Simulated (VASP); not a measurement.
Wanted: the native input for a VASP 6.6.1 run.

```
Task                   : relaxation of cell and atoms
Functional             : r2SCAN
Potentials or basis    : VASP PAW PBE potentials, release 64 (In_d, P)
Cutoff                 : 600 eV
k mesh                 : 8 × 8 × 8
Occupations            : gaussian, width 0.03 eV
Spin                   : no spin polarisation
Further INCAR settings : ALGO = Normal; EDIFF = 1e-06; IBRION = 2; EDIFFG = -0.01; NSW = 90; ISIF = 3
```

The structure of InP lies in POSCAR:

```
InP
1.0
    0.0000000000      2.9305000000      2.9305000000
    2.9305000000      0.0000000000      2.9305000000
    2.9305000000      2.9305000000      0.0000000000
In P
1 1
Direct
    0.0000000000      0.0000000000      0.0000000000
    0.2500000000      0.2500000000      0.2500000000
```

The input as run:

INCAR

```
PREC = Accurate
ENCUT = 600
EDIFF = 1E-6
ISMEAR = 0
SIGMA = 0.03
LREAL = False
LASPH = True
NELM = 80
ALGO = Normal
ISIF = 3
LWAVE = False
LCHARG = False
METAGGA = R2SCAN
LMIXTAU = True
IBRION = 2
NSW = 90
EDIFFG = -0.01
```

KPOINTS

```
regular mesh
0
Gamma
  8 8 8
```

Potentials or basis: VASP PAW PBE potentials, release 64 (In_d, P).

The run is started by

```console
$ cat potpaw_PBE.64/In_d/POTCAR potpaw_PBE.64/P/POTCAR > POTCAR
$ mpirun -np 1 vasp_std > vasp.out
```

Results of the run:

```json
{
  "Relaxed volume": "25.73 Å³/atom",
  "Relaxed cell": "a = 4.175 Å, b = 4.175 Å, c = 4.175 Å, α = 60.00°, β = 60.00°, γ = 60.00°",
  "Space group after relaxing (to 0.05 Å)": "F-43m (No. 216)",
  "Energy gained by relaxing": "2.8 meV/atom",
  "Ionic steps": "3",
  "Pressure after relaxing": "0.0 GPa",
  "Band gap on the k mesh": "1.04 eV, direct"
}
```

Caveat: the PAW data sets were made with another functional, which shifts forces and pressure a little; spin-orbit coupling is left out, which moves the levels of the heavy elements.

Wall time 2.5 min on 1 thread of Intel(R) Xeon(R) Platinum 8488C (Sapphire Rapids) (shared host), peak memory 0.24 GiB.
